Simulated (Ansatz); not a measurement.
Runs of Ansatz 0.2.0 on InAs. Symmetry: F-43m, No. 216, cubic system. The conventional cell has a = 6.036 Å, b = 6.036 Å, c = 6.036 Å, α = 90.00°, β = 90.00°, γ = 90.00°. In (site symmetry -43m) has 4 As at 2.61 Å as nearest neighbours. Around As (site symmetry -43m) lie 4 In at 2.61 Å. 

| task | level | cell | cutoff (eV) | smearing | gap on the mesh (eV) | pressure (GPa) | relaxed volume (Å³/atom) |
| --- | --- | --- | --- | --- | --- | --- | --- |
| single point | PBE | as given | 283 | gaussian 0.03 eV | none | 4.3 | - |
| relaxation of cell and atoms | BLYP+D3(BJ) | relaxed | - | fermi-dirac 0.05 eV | - | 0.0 | 28.67 |
| single point | PBE | as given | 283 | gaussian 0.022 eV | none | 4.3 | - |
| single point | PBE | as given | 283 | gaussian 0.021 eV | none | 4.3 | - |
| single point | PBE | as given | 283 | gaussian 0.028 eV | none | 4.3 | - |
| relaxation of cell and atoms | RPBE | relaxed | - | fermi-dirac 0.05 eV | - | 0.0 | 30.60 |
| relaxation of cell and atoms | PBEsol+D3(BJ) | relaxed | - | fermi-dirac 0.05 eV | - | 0.0 | (a) |
| relaxation of cell and atoms | revPBE | relaxed | - | fermi-dirac 0.05 eV | - | 0.0 | 30.31 |

Alike in all rows: potentials or basis all-electron LAPW, scalar-relativistic; no spin polarisation; k mesh 8 × 8 × 8; basis error allowed 0.001 eV/atom.

Problem. Estimate the missing entries.

Solution. (a) 27.35.

Caveats: this crystal is a semiconductor, whose small gap the functional closes, so the metal is an error of the method (some runs); the volume moved by +11 % from the deposited cell, more than functionals usually miss (some runs); the volume moved by +10 % from the deposited cell, more than functionals usually miss (some runs).

A k mesh can miss the band edges, and the runs leave out spin-orbit coupling on As, In.

A gap of «none» marks a metal or a gap under the smearing width.
